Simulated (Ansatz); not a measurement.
# W/SiC/TaN: conductance against the thickness of the layer, part 7 of 7

Aim: the conductance of W/SiC/TaN junctions as the barrier thickens. The lower electrode is W bcc(001), the upper one TaN rock salt(001); the barrier is SiC zinc blende(001) (C and C faces). In the first transport cell, after relaxation, the nearest pair of electrode and barrier is W–C at 2.39 Å, at a slant, at the lower face and Ta–C at 2.19 Å, at a slant, at the upper one. All share a net of side 3.134 Å, which strains the lower electrode by -1.1 %, the upper one by +0.3 % and the barrier by +1.2 %, against typed lattice constants near PBE's. The first steps treat the bulk electrodes alone.

Ansatz 0.2.0; PBE DFT, plane waves, PAW files (the session's first sound run).

So far, transmission at the Fermi level (a spin, zone mean): step 5 (T(E) of the junction) 0.00555; step 6 (40 atoms, atomic planes in the barrier 5, gap between the …) 0.0355; step 7 (42 atoms, atomic planes in the barrier 7, gap between the …) 0.0251; step 9 (46 atoms, atomic planes in the barrier 11, gap between the …) 8.1e-4; step 10 (48 atoms, atomic planes in the barrier 13, gap between the …) 3.5e-4.

### 13. Conductance on a fine mesh, 56 atoms

Level of this step: PBE DFT, plane waves, PAW files; ballistic transmission by layer matching between semi-infinite leads (Ansatz).

System of this step: W/SiC/TaN. The cell holds 56 atoms: 11 W, 11 C, 10 Si, 12 N and 12 Ta. Its edges and angles: a = 3.134 Å, b = 3.134 Å, c = 79.034 Å, α = 90.0°, β = 90.0°, γ = 90.0°. Regions: left electrode, 11 atoms (11 W); barrier, 21 atoms (11 C and 10 Si); right electrode, 24 atoms (12 N and 12 Ta). Vacuum lies along c.

Barrier layers are added or taken out in the middle, and the relaxed faces stay.

input.yaml reads:

```yaml
crystal:
  lattice:
    - [3.134, 0.0, 0.0]
    - [0.0, 3.134, 0.0]
    - [0.0, 0.0, 79.034220167]
  atoms:
    - { symbol: W, position: [0.0, 0.0, 0.0885692297] }
    - { symbol: W, position: [0.5, 0.5, 0.1089692208] }
    - { symbol: W, position: [0.0, 0.0, 0.129369212] }
    - { symbol: W, position: [0.5, 0.5, 0.1497692031] }
    - { symbol: W, position: [0.0, 0.0, 0.1701691943] }
    - { symbol: W, position: [0.5, 0.5, 0.1905691854] }
    - { symbol: W, position: [0.0, 0.0, 0.2109691766] }
    - { symbol: W, position: [0.5, 0.5, 0.2313691677] }
    - { symbol: W, position: [0.0, 0.0, 0.2517691589] }
    - { symbol: W, position: [0.5, 0.5, 0.27216915] }
    - { symbol: W, position: [0.0, 0.0, 0.292542581] }
    - { symbol: C, position: [0.5, 0.5, 0.3038988287] }
    - { symbol: Si, position: [0.5, 0.0, 0.319897351] }
    - { symbol: C, position: [0.0, 0.0, 0.3337710218] }
    - { symbol: Si, position: [0.0, 0.5, 0.3478364371] }
    - { symbol: C, position: [0.5, 0.5, 0.361137899] }
    - { symbol: Si, position: [0.5, 0.0, 0.3752075617] }
    - { symbol: C, position: [0.0, 0.0, 0.3885090237] }
    - { symbol: Si, position: [0.0, 0.5, 0.4025786864] }
    - { symbol: C, position: [0.5, 0.5, 0.4158801483] }
    - { symbol: Si, position: [0.5, 0.0, 0.4299498111] }
    - { symbol: C, position: [0.0, 0.0, 0.443251273] }
    - { symbol: Si, position: [0.0, 0.5, 0.4573209357] }
    - { symbol: C, position: [0.5, 0.5, 0.4706223977] }
    - { symbol: Si, position: [0.5, 0.0, 0.4846920604] }
    - { symbol: C, position: [0.0, 0.0, 0.4979935223] }
    - { symbol: Si, position: [0.0, 0.5, 0.5120631851] }
    - { symbol: C, position: [0.5, 0.5, 0.525364647] }
    - { symbol: Si, position: [0.5, 0.0, 0.5394343097] }
    - { symbol: C, position: [0.0, 0.0, 0.5528138426] }
    - { symbol: Si, position: [0.0, 0.5, 0.566967661] }
    - { symbol: C, position: [0.5, 0.5, 0.5800219292] }
    - { symbol: "N", position: [0.0, 0.5, 0.6067835423] }
    - { symbol: Ta, position: [0.5, 0.0, 0.599312037] }
    - { symbol: "N", position: [0.5, 0.0, 0.6321825793] }
    - { symbol: Ta, position: [0.0, 0.5, 0.6321825793] }
    - { symbol: "N", position: [0.0, 0.5, 0.6601073984] }
    - { symbol: Ta, position: [0.5, 0.0, 0.6601073984] }
    - { symbol: "N", position: [0.5, 0.0, 0.6880322175] }
    - { symbol: Ta, position: [0.0, 0.5, 0.6880322175] }
    - { symbol: "N", position: [0.0, 0.5, 0.7159570366] }
    - { symbol: Ta, position: [0.5, 0.0, 0.7159570366] }
    - { symbol: "N", position: [0.5, 0.0, 0.7438818557] }
    - { symbol: Ta, position: [0.0, 0.5, 0.7438818557] }
    - { symbol: "N", position: [0.0, 0.5, 0.7718066748] }
    - { symbol: Ta, position: [0.5, 0.0, 0.7718066748] }
    - { symbol: "N", position: [0.5, 0.0, 0.7997314939] }
    - { symbol: Ta, position: [0.0, 0.5, 0.7997314939] }
    - { symbol: "N", position: [0.0, 0.5, 0.827656313] }
    - { symbol: Ta, position: [0.5, 0.0, 0.827656313] }
    - { symbol: "N", position: [0.5, 0.0, 0.8555811321] }
    - { symbol: Ta, position: [0.0, 0.5, 0.8555811321] }
    - { symbol: "N", position: [0.0, 0.5, 0.8835059512] }
    - { symbol: Ta, position: [0.5, 0.0, 0.8835059512] }
    - { symbol: "N", position: [0.5, 0.0, 0.9114307703] }
    - { symbol: Ta, position: [0.0, 0.5, 0.9114307703] }
kpoints:
  mp_grid: { grid: [10, 10, 1] }
scf:
  occupations: { method: fermi_dirac, width: 0.1 }
  max_iter: 150
hamiltonian:
  xc: pbe
output:
  transmission:
    kmesh: [26, 26]
    e_range: [-0.26, 0.27]
    de: 0.0375
    leads: [[4, 5], [44, 46]]
```

Command:

```
ansatz run input.yaml --threads 4 --pin off --max-ram 12288MiB --backend cpu --events-out ev --progress --plain --runs-dir out
```

Numbers of over 12 decimals in the logs are rounded to 6 here.

The program printed:

```text
Engine: ansatz 0.2.0, aarch64-unknown-linux-gnu
Pseudopotentials: kind: paw
Pseudopotential: W, paw, valence charge 14, recommended cutoff 420 eV (normal), W.paw.azcp
Pseudopotential: C, paw, valence charge 4, recommended cutoff 420 eV (normal), C.paw.azcp
Pseudopotential: Si, paw, valence charge 4, recommended cutoff 420 eV (normal), Si.paw.azcp
Pseudopotential: N, paw, valence charge 5, recommended cutoff 420 eV (normal), N.paw.azcp
Pseudopotential: Ta, paw, valence charge 13, recommended cutoff 420 eV (normal), Ta.paw.azcp
Functional definition: PBE
  parameter kappa = 0.804
  parameter beta = 0.066725
  exchange = pbe_x(kappa = kappa, mu = beta*pi^2/3)
  correlation = pbe_c(beta = beta)
Crystal: 56 atoms, lattice volume = 776.271 Å³
Basis set: ecut = 420 eV, 15329 PW (Γ)
Bands: 283, of which v1, the nominal top of the filled ones, is band 227 counted from 1 (226 counted from 0)
Symmetry: 4 space group operations
Space group: Pmm2 (ITA 25), of the structure as read, at distance tolerance 9.2e-5 Å
k-points: 36 of 100
Non-local potential: W, projectors of the file, l = 0: 3, l = 1: 2, l = 2: 2, l = 3: 1
Non-local potential: C, projectors of the file, l = 0: 2, l = 1: 2, l = 2: 1
Non-local potential: Si, projectors of the file, l = 0: 2, l = 1: 2, l = 2: 2
Non-local potential: N, projectors of the file, l = 0: 2, l = 1: 2, l = 2: 1
Non-local potential: Ta, projectors of the file, l = 0: 3, l = 1: 2, l = 2: 2, l = 3: 1
PAW form: soft (Blöchl's): semilocal exchange-correlation on the pseudo side does not see the compensation charge
PAW one-centre angular grid: W, 590 points (default); XC on 64 Gauss nodes
PAW one-centre angular grid: C, 110 points (default); XC on 64 Gauss nodes
PAW one-centre angular grid: Si, 110 points (default); XC on 64 Gauss nodes
PAW one-centre angular grid: N, 110 points (default); XC on 64 Gauss nodes
PAW one-centre angular grid: Ta, 590 points (default); XC on 64 Gauss nodes
Initial density: superposition of atomic densities (neutral atoms: chi_scale 0, normalization atom), corrected by the library's trained network
Initial wavefunctions: pseudopotential atomic-orbital guess
Functional: x = pbe(κ = 0.804, μ = 0.219515), c = pbe(β = 0.066725)
```

Elapsed: 2.3 min, on 4 threads of Arm Neoverse V1, shared host; peak memory 7.7 GiB.

The run was cut off at its time limit.

### 14. Fit against thickness

This step: Fit of the logarithm of the conductance against the barrier's thickness, from PBE DFT, plane waves, PAW files (Ansatz 0.2.0).

No new run: the logarithm is fitted against the thickness.

This step gave:

* decay constant of the conductance: 0.5 Å⁻¹
* r.m.s. misfit of ln G: 0.42

From the end points alone, β = ln(2.96e+13 / 6.81e+11) / 8.66 Å = 3.77 / 8.66 Å = 0.44 Å⁻¹. One end point carries an error estimate of 174 %; a factor of 2.7 on it would move β by 0.12 Å⁻¹.

### 15. Results

```yaml
1_g_at_7p23_a_gap: 0.0338 Ω um²
1_g_at_15p9_a_gap: 1.47 Ω um²
decay_constant_beta: 0.5 Å⁻¹
```

What this shows: A fit of ln G against d gives β = 0.5 Å⁻¹, and step by step the slopes are 0.18, 0.87, 0.64 and 0.05 Å⁻¹. They differ by more than a fifth, so the fit is an average; how much of this is a real bend and how much error of the runs wasn't traced. At the Fermi level the layers of the barrier in the wide-window run (9 planes) hold from 0.017 to 0.27 states an eV and atom. The program's largest error estimate on these conductances is 174 %, from the leads' potential steps, in the run that gave 6.8e11 S/m², so that value may be off by a large factor, and what is derived from it shares the doubt. In 5 of these 5 runs a lead's potential steps by more than 25 meV, which the program flags as too much. No spin-orbit coupling, phonons, disorder or image charges enter; the interfaces are ordered, one cell wide and lattice-matched by strain. Semilocal gaps are too small, which can bring a band edge of the barrier nearer to the Fermi level than it is.

[Logs are printed without paths, hosts, clocks, repeated set-up lines and the standing remarks that a program may print on its own settings, such as how far it seeks lower states.]

[Hosts, paths, dates, database ids (printed as entryN), source tags and the programs' standing remarks are cut or masked in the printed files.]
